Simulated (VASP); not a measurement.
# The defect B_Mg in a supercell of MgB2C2 (Pnnm), part 2 of 3

Wanted: what the defect B_Mg costs in MgB2C2 (Pnnm) and how the lattice relaxes round it. The start is a computed cell from the Materials Project.

VASP 6.6.1, plane waves and PAW; the level of theory is named at each step.

So far. Step 6 (Reference B): The run ended after 5 ionic steps, 0.010 eV below its first step, once forces and stress met EDIFFG = -0.02. Step 6 (Reference B): Energy at zero smearing: -84.45414 eV.

## 7. The defect cell, spin collinear, charge 0

This step: PBEsol, spin-polarised, with small moments to start from; plane waves and PAW (Mg, B, C) (VASP 6.6.1).

System of this step: Mg11B25C24 (B_Mg). The cell holds 60 atoms: 11 Mg, 25 B and 24 C. Its edges and angles: a = 8.535 Å, b = 8.535 Å, c = 8.300 Å, α = 90.0°, β = 90.0°, γ = 65.5°. It derives from MgB2C2 (MgB2C2 (Pnnm)). Nearest the centre at fractional (0.500, 0.500, 0.667): B28 at 0.04 Å, C47 at 2.33 Å, C46 at 2.33 Å, C57 at 2.35 Å, C55 at 2.35 Å, C54 at 2.36 Å, C60 at 2.37 Å, B33 at 2.40 Å.

Atoms within 3.3 Å of the defect's centre start slightly displaced, with symmetry off, so that a distortion can develop. The atoms relax at the host's fixed cell.

File INCAR:

```
SYSTEM = Mg11B25C24
PREC = Normal
ENCUT = 400
EDIFF = 1E-05
NELM = 120
ISMEAR = 0
SIGMA = 0.05
LREAL = Auto
ALGO = Fast
GGA = PS
ISPIN = 2
MAGMOM = 0 0 0 0 0 0 0 0 0 0 0 0 0 0 0 0 0 0 0 0 0 0 0 0 0 0 0 0.6 0 0 0 0 0 0 0 0 0 0 0 0 0 0 0 0 0 0.6 0.6 0 0 0 0 0 0 0 0 0 0.6 0 0 0
LORBIT = 11
LWAVE = True
LCHARG = .TRUE.
KPAR = 4
IBRION = 2
NSW = 50
ISIF = 2
EDIFFG = -0.03
POTIM = 0.4
MAXMIX = 40
ISYM = 0
```

File POSCAR:

```
Mg11B25C24
1.0
    4.6186696203      7.1768882529      0.0000000000
   -4.6186696203      7.1768882529      0.0000000000
    0.0000000000      0.0000000000      8.3003684025
Mg B C
11 25 24
Direct
    0.0000000000      0.5000000000      0.1666666700
    0.5000000000      0.0000000000      0.1666666700
    0.0000000000      0.0000000000      0.0000000000
    0.4945876400      0.5028070200      0.0001493600
    0.0000000000      0.5000000000      0.5000000000
    0.5000000000      0.0000000000      0.5000000000
    0.0000000000      0.0000000000      0.3333333300
    0.4929524300      0.5072650600      0.3358043800
    0.0000000000      0.5000000000      0.8333333300
    0.5000000000      0.0000000000      0.8333333300
    0.0000000000      0.0000000000      0.6666666700
    0.3063555100      0.4232274900      0.1666666700
    0.8063555100      0.9232274900      0.1666666700
    0.1936444900      0.0767725100      0.1666666700
    0.6936444900      0.5767725100      0.1666666700
    0.4232274900      0.8063555100      0.0000000000
    0.9232274900      0.3063555100      0.0000000000
    0.0767725100      0.6936444900      0.0000000000
    0.5767725100      0.1936444900      0.0000000000
    0.3083246100      0.4186754900      0.5065852900
    0.8063555100      0.9232274900      0.5000000000
    0.1936444900      0.0767725100      0.5000000000
    0.6907989500      0.5780398000      0.4960562700
    0.4232274900      0.8063555100      0.3333333300
    0.9232274900      0.3063555100      0.3333333300
    0.0767725100      0.6936444900      0.3333333300
    0.5767725100      0.1936444900      0.3333333300
    0.4944756000      0.5011645700      0.6676368100
    0.3102843600      0.4248266300      0.8332830400
    0.8063555100      0.9232274900      0.8333333300
    0.1936444900      0.0767725100      0.8333333300
    0.6957966500      0.5761721100      0.8347167300
    0.4235147100      0.8045680100      0.6597935900
    0.9211939400      0.3050294000      0.6705707000
    0.0760091500      0.6947567800      0.6635959400
    0.5750900600      0.1952787300      0.6612980800
    0.0027484800      0.2176288900      0.1666666700
    0.5027484800      0.7176288900      0.1666666700
    0.4972515200      0.2823711100      0.1666666700
    0.9972515200      0.7823711100      0.1666666700
    0.2176288900      0.5027484800      0.0000000000
    0.7176288900      0.0027484800      0.0000000000
    0.2823711100      0.9972515200      0.0000000000
    0.7823711100      0.4972515200      0.0000000000
    0.0027484800      0.2176288900      0.5000000000
    0.4992474100      0.7232312200      0.5035771200
    0.4944724700      0.2806592200      0.5031554300
    0.9972515200      0.7823711100      0.5000000000
    0.2176288900      0.5027484800      0.3333333300
    0.7176288900      0.0027484800      0.3333333300
    0.2823711100      0.9972515200      0.3333333300
    0.7823711100      0.4972515200      0.3333333300
    0.0027484800      0.2176288900      0.8333333300
    0.4960320700      0.7264899000      0.8322577800
    0.4950366400      0.2835988400      0.8398986200
    0.9972515200      0.7823711100      0.8333333300
    0.2248965200      0.4993160300      0.6705228900
    0.7176288900      0.0027484800      0.6666666700
    0.2823711100      0.9972515200      0.6666666700
    0.7816683600      0.4898659700      0.6657994600
```

File KPOINTS:

```
Automatic mesh
0
Gamma
2 2 2
0 0 0
```

PAW data sets: Mg, B and C (PBE family, release 64).

On the command line:

```console
$ mpirun -np 4 vasp_std
```

Elapsed: 24 min, on 4 MPI ranks of Intel Xeon 6975P-C (Granite Rapids), shared host; peak memory 2.9 GiB.

The steps of the relaxation (22 of 50):

```tsv
step	energy less that of the first step (eV)	largest force (eV/Å)
1	0.0000	2.8835
3	-0.5491	0.7862
6	-0.6555	0.3221
8	-0.6797	0.5046
10	-0.7010	0.7219
13	-0.7894	1.6945
15	-0.8285	1.8171
17	-0.7922	1.2763
20	-1.0425	1.4864
22	-1.1323	1.0631
24	-1.3461	1.1127
27	-1.6070	1.3651
29	-1.6205	3.0642
31	-1.8988	1.1642
34	-2.1050	0.7907
36	-2.1887	0.5546
38	-2.2284	0.2998
41	-2.2614	0.1259
43	-2.2680	0.0858
45	-2.2713	0.0739
48	-2.2737	0.0717
50	-2.2758	0.0596
```

The atoms that moved most (Å):

```tsv
atom	dx	dy	dz	length
B28	0.187	-1.065	-0.003	1.082
Mg4	0.023	0.091	-0.111	0.145
C60	-0.027	0.142	0.007	0.144
Mg8	0.053	0.074	0.089	0.127
B20	-0.066	-0.017	-0.094	0.116
B36	0.072	-0.067	0.047	0.109
C55	-0.009	-0.059	-0.083	0.103
C57	-0.033	0.092	-0.030	0.102
```

The run used up its steps with a largest force of 0.06 eV/Å at its last finished step, so it is continued.

## 8. Going on with the relaxation, spin collinear, charge 0

The relaxation goes on from where it stopped.

INCAR: that of step 7 with these lines changed.

```diff
@@ -16,3 +16,3 @@
 KPAR = 4
-IBRION = 2
+IBRION = 1
 NSW = 50
@@ -20,3 +20,3 @@
 EDIFFG = -0.03
-POTIM = 0.4
+POTIM = 0.3
 MAXMIX = 40
```

File POSCAR:

```
Mg11B25C24
1.0
    4.6186696203      7.1768882529      0.0000000000
   -4.6186696203      7.1768882529      0.0000000000
    0.0000000000      0.0000000000      8.3003684025
Mg B C
11 25 24
Direct
    0.9986042762      0.4995279791      0.1667312380
    0.4977686867      0.0033638825      0.1669456397
    0.0029074181      0.0025837487      0.0001473744
    0.5033929451      0.5067130850      0.9868261746
    0.9912340677      0.5071523017      0.4992752207
    0.5030335827      0.9894716323      0.4991980257
    0.0025902921      0.0028487269      0.3336194768
    0.5037869911      0.5067208904      0.3465163101
    0.9908288405      0.5072951446      0.8343883228
    0.5030814047      0.9891689005      0.8348201456
    0.0030272056      0.0045961515      0.6669172053
    0.3086464807      0.4272178208      0.1668924458
    0.8065027186      0.9286136433      0.1672723300
    0.1939487146      0.0779222861      0.1666467464
    0.6933516339      0.5762907218      0.1666069122
    0.4266806485      0.8079877087      0.9997144500
    0.9237064807      0.3072894438      0.9997679893
    0.0755904107      0.6965924878      0.0007436552
    0.5759361764      0.1961109327      0.0002583993
    0.3000687561      0.4246270812      0.4952226819
    0.8089296352      0.9250951889      0.4997832445
    0.1946666767      0.0782641969      0.5001977130
    0.6937378207      0.5782661723      0.5032694622
    0.4268324106      0.8081200661      0.3337864932
    0.9236434043      0.3074840785      0.3335594205
    0.0756086399      0.6965767014      0.3331638086
    0.5761617829      0.1963799237      0.3333785276
    0.4404634365      0.4067166957      0.6673072928
    0.2997872648      0.4247705975      0.8387620804
    0.8087264286      0.9250649315      0.8347660211
    0.1946803590      0.0782054797      0.8330550577
    0.6935276808      0.5780889320      0.8300455560
    0.4258344477      0.8025109832      0.6666846496
    0.9243710305      0.3110461492      0.6666651089
    0.0805919815      0.6985910335      0.6671327858
    0.5782604783      0.1827573831      0.6669556537
    0.0034428593      0.2191981459      0.1666880340
    0.5050520154      0.7198167541      0.1667292765
    0.4958332506      0.2852061010      0.1667563694
    0.9952469592      0.7839628548      0.1669040928
    0.2183029870      0.5071321341      0.0012365076
    0.7197689198      0.0085981376      0.9996801309
    0.2822471575      0.9985241145      0.0001315793
    0.7817541125      0.4970166241      0.9995780272
    0.0037198198      0.2196528448      0.4999855118
    0.5079302901      0.7226876569      0.4998546828
    0.4901233551      0.2805660484      0.5042704402
    0.9975465871      0.7817851178      0.5008740319
    0.2183563641      0.5070459825      0.3326327843
    0.7199732195      0.0088274014      0.3347678574
    0.2822241741      0.9986757338      0.3330793976
    0.7818338287      0.4972205945      0.3338238946
    0.0037964931      0.2195846703      0.8334224476
    0.5076859950      0.7224130151      0.8333919964
    0.4898879175      0.2805004310      0.8298770118
    0.9975279914      0.7820295405      0.8331666059
    0.2277165719      0.5093158007      0.6669481805
    0.7222465707      0.0026538090      0.6672254562
    0.2830240625      0.9966688001      0.6666431224
    0.7886288593      0.5026293847      0.6666770916
```

KPOINTS is that of step 7.

On the command line:

```console
$ mpirun -np 4 vasp_std
```

The job ended after 3.4 min (4 MPI ranks; peak memory 2.9 GiB; 14 min of CPU time).

Relaxation path:

```tsv
step	energy less that of the first step (eV)	largest force (eV/Å)
1	0.0000	0.3543
2	-0.0077	0.2929
3	-0.0121	0.2384
4	-0.0192	0.1278
5	-0.0225	0.0605
6	-0.0242	0.0346
7	-0.0248	0.0284
```

The atoms that moved most (Å):

```tsv
atom	dx	dy	dz	length
B28	-0.017	0.052	-0.002	0.054
C57	0.005	-0.025	0.000	0.026
B29	0.011	-0.022	-0.004	0.025
B20	0.009	-0.021	0.003	0.023
C55	0.002	-0.021	-0.001	0.021
C47	0.001	-0.021	0.000	0.021
B36	-0.009	-0.012	0.001	0.015
Mg8	-0.010	-0.008	0.008	0.015
```

This step gave:

* electronic cycles: 44
* electrons: 193
* free energy (TOTEN): -431.0141 eV
* Fermi energy: 5.537 eV
* moment of the cell, from the last line of the log: 0.9999 μB

Spin moment in the PAW sphere by element, in μB:

```tsv
element	atoms	mean	spread (r.m.s.)	least	largest
Mg	11	0.002	0.002	0.000	0.005
B	25	0.017	0.057	0.001	0.293
C	24	0.002	0.003	-0.001	0.007
```

The atoms nearest the centre:

```tsv
atom	distance (Å)	spin moment in the PAW sphere (μB)
B28	1.05	0.293
C57	2.31	0.000
C47	2.35	0.006
C55	2.36	0.006
C54	2.38	0.007
C46	2.38	0.007
B33	2.39	0.002
B32	2.44	0.001
B23	2.44	0.001
C60	2.48	0.006
B36	2.51	0.001
B20	2.51	0.005
B29	2.52	0.005
Mg8	2.65	0.002
```

Spin density in the bc plane at fractional x = 0.500, through the centre, with atoms of Mg and B and C within 0.45 Å of it.

Values in e/Å³, 12 rows by 16 columns, each cell a mean:
```
0.00 0.00 0.01 0.01 0.00 0.00 0.00 0.00 0.00 0.00 0.00 0.00 0.00 0.01 0.00 0.00
0.00 0.00 0.01 0.01 0.00 0.01 0.00 0.00 0.00 0.00 0.00 0.01 0.00 0.00 0.00 0.00
0.00 0.00 0.00 0.00 0.00 0.00 0.03 0.06 0.03 0.01 0.00 0.01 0.00 0.00 0.00 0.00
0.00 0.00 0.00 0.00 0.00 0.01 0.14 0.25 0.10 0.02 0.00 0.00 0.00 0.00 0.00 0.00
0.00 0.00 0.00 0.00 0.00 0.00 0.09 0.16 0.07 0.02 0.00 0.00 0.00 0.00 0.00 0.00
0.00 0.00 0.01 0.01 0.00 0.01 0.01 0.02 0.02 0.00 0.00 0.01 0.00 0.00 0.00 0.00
0.00 0.00 0.01 0.01 0.00 0.01 0.00 0.00 0.00 0.00 0.00 0.00 0.00 0.00 0.00 0.00
0.00 0.00 0.01 0.01 0.00 0.00 0.00 0.00 0.00 0.00 0.00 0.00 0.00 0.00 0.00 0.00
0.00 0.00 0.00 0.01 0.00 0.00 0.00 0.00 0.00 0.00 0.00 0.00 0.00 0.00 0.00 0.00
0.00 0.00 0.00 0.00 0.00 0.00 0.00 0.00 0.00 0.00 0.00 0.00 0.00 0.00 0.00 0.00
0.00 0.00 0.00 0.00 0.00 0.00 0.00 0.00 0.00 0.00 0.00 0.00 0.00 0.00 0.00 0.00
0.00 0.00 0.01 0.01 0.00 0.00 0.00 0.00 0.00 0.00 0.00 0.00 0.00 0.00 0.00 0.00
```
Columns run along b (8.5 Å), rows up along c (8.3 Å). Atoms in or near the plane, at fractional coordinates: Mg at (0.00, 0.17), Mg at (0.51, 0.99), Mg at (0.99, 0.50), Mg at (0.51, 0.35), Mg at (0.99, 0.83), B at (0.41, 0.67), C at (0.72, 0.17), C at (0.29, 0.17), C at (0.72, 0.50), C at (0.28, 0.50), C at (0.72, 0.83), C at (0.28, 0.83).

Valence density in the bc plane at fractional x = 0.500, through the centre, with atoms of Mg and B and C within 0.45 Å of it. It is the smooth field of the valence electrons, not physical close to the nuclei.

Ten even steps from '_' (0.0 e/Å³) to '@' (1.8 e/Å³):
```
________....::----::..________________..::--==--::..______
________..::--====--::..____________..::--++++==::..______
________..::==##%%**--..____________..--**@@%%++::..______
________..::++@@@@%%++::..________..::++%%@@@@**::..______
________..::**@@%%%%++::..________..::++%%%%@@**::..______
________..::++@@@@##++::..__________..--##@@@@++::..______
________..::==****++==--::..__________::==****==::..______
________..::--======----::::..________..::====--::..______
______....::::------------::..__________..::--::....______
________..::--------------::..__________..----::....______
________..::==++++==----::....________..::==++--::..______
________..::++##%%**==::....________..::++####==::..______
________..::**@@@@%%++::..__________..==%%@@@@++::..______
________..::**@@%%%%++::..________..::++%%%%@@**::..______
________..::++@@@@%%==::..________..::==%%@@@@**::..______
________..::==**##++::..____________..--++####++::..______
________....--====::..______________....--==++==::..______
________....::--::....________________..::------::..______
________....::--::....________________....::--::::..______
________..::--====::....______________..::--==--::..______
________..::--++**==--..____________..::==****==::..______
________..::==%%@@%%++::..________..::==##@@%%++::..______
________..::++%%%%%%**--..________..::**%%%%@@++::..______
________..::==%%@@%%**--..________..::++%%@@@@++::..______
________..::==##@@##==::..________..::--**@@%%==::..______
________..::--++++--::..____________..::--++++==::..______
________....------::..________________..::--==--::..______
________....::::::....________________....::--::::..______
```
Columns run along b (8.5 Å), rows up along c (8.3 Å). Atoms in or near the plane, at fractional coordinates: Mg at (0.00, 0.17), Mg at (0.51, 0.99), Mg at (0.99, 0.50), Mg at (0.51, 0.35), Mg at (0.99, 0.83), B at (0.41, 0.67), C at (0.72, 0.17), C at (0.29, 0.17), C at (0.72, 0.50), C at (0.28, 0.50), C at (0.72, 0.83), C at (0.28, 0.83).

The run ended after 7 ionic steps, 0.025 eV below its first step, once the forces on the free atoms met EDIFFG = -0.03.

B left its start by 1.05 Å, and its nearest neighbours now lie at 1.68, 1.70 and 1.70 Å.

## 9. Partial density of one level

Band 97 lies 0.74 eV above the host's valence-band top and is filled at this k-point in the spin channel listed (the density written holds both channels); by the alignment of the summary it is the level farthest from both edges.

File INCAR:

```
SYSTEM = Mg11B25C24
PREC = Normal
ENCUT = 400
EDIFF = 1E-05
NELM = 120
ISMEAR = 0
SIGMA = 0.05
LREAL = Auto
ALGO = Fast
GGA = PS
ISPIN = 2
MAGMOM = 0 0 0 0 0 0 0 0 0 0 0 0 0 0 0 0 0 0 0 0 0 0 0 0 0 0 0 0.6 0 0 0 0 0 0 0 0 0 0 0 0 0 0 0 0 0 0.6 0.6 0 0 0 0 0 0 0 0 0 0.6 0 0 0
LWAVE = .FALSE.
LCHARG = .FALSE.
ISYM = 0
ISTART = 1
LPARD = .TRUE.
IBAND = 97
KPUSE = 1
LSEPB = .FALSE.
LSEPK = .FALSE.
NBANDS = 128
```

File POSCAR:

```
Mg11B25C24
1.0
    4.6186696203      7.1768882529      0.0000000000
   -4.6186696203      7.1768882529      0.0000000000
    0.0000000000      0.0000000000      8.3003684025
Mg B C
11 25 24
Direct
    0.9985372519      0.4997319210      0.1668271534
    0.4982157520      0.0021201490      0.1668415490
    0.0034971711      0.0026263253      0.0003101081
    0.5020388736      0.5072378206      0.9861774115
    0.9916048909      0.5065447275      0.4989691625
    0.5028900463      0.9894415928      0.4995054793
    0.0034064960      0.0027294412      0.3333702531
    0.5021096901      0.5073026366      0.3474295838
    0.9913446174      0.5067345834      0.8346806653
    0.5029499029      0.9893012551      0.8341730889
    0.0031961107      0.0052692689      0.6668283673
    0.3084065630      0.4271336716      0.1670094182
    0.8070245986      0.9285700079      0.1669884182
    0.1938295828      0.0783394927      0.1667413232
    0.6930818874      0.5764279773      0.1667034139
    0.4264421117      0.8083385343      0.9996243313
    0.9233994867      0.3076273490      0.9999002480
    0.0766187721      0.6962308253      0.0007373416
    0.5761944786      0.1960579076      0.0004860692
    0.2995436084      0.4221916800      0.4956312014
    0.8093933706      0.9254587920      0.4998307525
    0.1946000005      0.0783442786      0.5003357697
    0.6937254398      0.5785914175      0.5032067644
    0.4265098745      0.8084015340      0.3338436737
    0.9234370283      0.3076683518      0.3335367174
    0.0766323256      0.6962966178      0.3332331021
    0.5762664900      0.1961270851      0.3335372392
    0.4422250682      0.4121549849      0.6670405638
    0.2994267206      0.4220442655      0.8383341783
    0.8093600608      0.9254374543      0.8341414854
    0.1945789453      0.0783236170      0.8331449162
    0.6935891089      0.5784881075      0.8301780716
    0.4257378010      0.8026041835      0.6667141944
    0.9242277901      0.3112349924      0.6667240479
    0.0810453589      0.6982844162      0.6669853773
    0.5764635919      0.1828271594      0.6670250082
    0.0033184189      0.2195168229      0.1667246695
    0.5048802812      0.7200172359      0.1667301957
    0.4959495508      0.2852996821      0.1670090367
    0.9961321125      0.7842257310      0.1669717225
    0.2182453760      0.5065715034      0.0011271483
    0.7199771590      0.0086492474      0.9994185336
    0.2820505685      0.9987954875      0.0003497211
    0.7815534893      0.4973175176      0.9995464110
    0.0037775156      0.2198909547      0.4999683340
    0.5079402836      0.7229897838      0.4998627987
    0.4887835810      0.2789675353      0.5043015271
    0.9985172918      0.7823937488      0.5008254904
    0.2183059866      0.5066575274      0.3328535714
    0.7200093038      0.0086960344      0.3345629590
    0.2820798675      0.9988426622      0.3331298838
    0.7816709736      0.4973988660      0.3338638793
    0.0037544450      0.2198700685      0.8334889556
    0.5078180610      0.7229012967      0.8335768843
    0.4886435523      0.2788161445      0.8297396761
    0.9984751772      0.7823400226      0.8331424046
    0.2264745187      0.5070491048      0.6669967466
    0.7229774081      0.0028990761      0.6669809791
    0.2826448018      0.9963410783      0.6667438812
    0.7888509790      0.5030532234      0.6667062910
```

KPOINTS is that of step 8.

The WAVECAR or CHGCAR of an earlier step is read.

On the command line:

```console
$ mpirun -np 4 vasp_std
```

Wall time 3 s (4 MPI ranks); 10 s of CPU time.

Partial charge density in the bc plane at fractional x = 0.500, through the centre, with atoms of Mg and B and C within 0.45 Å of it. It is the smooth field of the valence electrons, not physical close to the nuclei.

Ten steps, logarithmic in the rise over the least value, from '0' (0.00 Å⁻³) to '9' (0.24 Å⁻³):
```
00124542122210000111002443100
00124442123210000122113443200
00234443144310000134314443210
00234455455300000135545543210
00223455565102210135645543210
00123331353134432024531322100
00112210231367653102310111000
00011100222589864200100000000
00001001223699875300010000000
00000000223699875300000000000
00011100221578764201110000000
00112210232256643112320111000
00123343464023331025533332110
00233455565201110135645543210
00234454355310000135525543210
00134443133310000133203443210
00124442123210000122103443100
00124553112210000111002443100
00123553111110000011002442100
00123442100000000000002332100
00012232100000000000001221000
00001112110000000001112210000
00000001210000000002212210000
00000011210000000001212210000
00001122100000000001011210000
00012332100000000000001221000
00123443001100000000002332100
00124553111110000011012442100
```
Columns run along b (8.5 Å), rows up along c (8.3 Å). Atoms in or near the plane, at fractional coordinates: Mg at (0.00, 0.17), Mg at (0.51, 0.99), Mg at (0.99, 0.50), Mg at (0.51, 0.35), Mg at (0.99, 0.83), B at (0.41, 0.67), C at (0.72, 0.17), C at (0.29, 0.17), C at (0.72, 0.50), C at (0.28, 0.50), C at (0.72, 0.83), C at (0.28, 0.83).

(Part 2 of 3 ends here.)

[Lines on the potential files, build, host, timing and source positions are cut from VASP's logs without a mark.]

[Logs are printed without paths, hosts, clocks, repeated set-up lines and the standing remarks that a program may print on its own settings, such as how far it seeks lower states.]

[Hosts, paths, dates, database ids (printed as entryN), source tags and the programs' standing remarks are cut or masked in the printed files.]

[In band tables of VASP the shares of atoms and orbitals are scaled to a sum of 1 inside the atoms' spheres.]

[Runs that stopped without an error message from VASP are left out.]
